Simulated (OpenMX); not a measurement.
# Mg under changes of volume

One of the cells (22.998 Å³/atom); the others are scaled copies at fixed shape and fractional positions:

```
Mg
1.0
     3.19787    0.00000    0.00000
    -1.59893    2.76943    0.00000
     0.00000    0.00000   10.38720
Mg
4
Direct
  0.66667 0.33333 0.75000
  0.00000 0.00000 0.50000
  0.33333 0.66667 0.25000
  0.00000 0.00000 0.00000
```

```yaml
Program: OpenMX 3.8.5
Functional: PBE
Potentials_or_basis: OpenMX 2013 PBE set, Mg7.0-s3p2d1, fixed grid of 36 × 36 × 140 points
k_mesh: 11 × 11 × 3
Occupations: fermi-dirac, width 0.05 eV
Spin: no spin polarisation
```

```csv
volume (Å³/atom),energy over the lowest point (meV/atom),largest force (eV/Å)
21.194,22.01,0.015
21.645,11.98,0.013
22.096,?,?
22.998,0.00,0.009
23.449,1.10,0.008
23.900,4.42,0.007
```

Q: What does the run at 22.096 Å³/atom give?

A: Energy over the lowest point 5.13 meV/atom; largest force 0.012 eV/Å.

Worked out: A Birch-Murnaghan fit of order 3 (a polynomial in V^(-2/3)) to the other rows has its minimum at 23.00 Å³/atom with B0 = V·E''(V) = 43 GPa and B' = 3.9 at fixed shape and positions, which overstates the stiffness. It gives 5.17 meV/atom at 22.096 Å³/atom, against the run's 5.13.

Energies are extrapolated to zero smearing.

Caveats: the basis of atomic orbitals isn't converged, which shifts pressures, moduli and gaps.
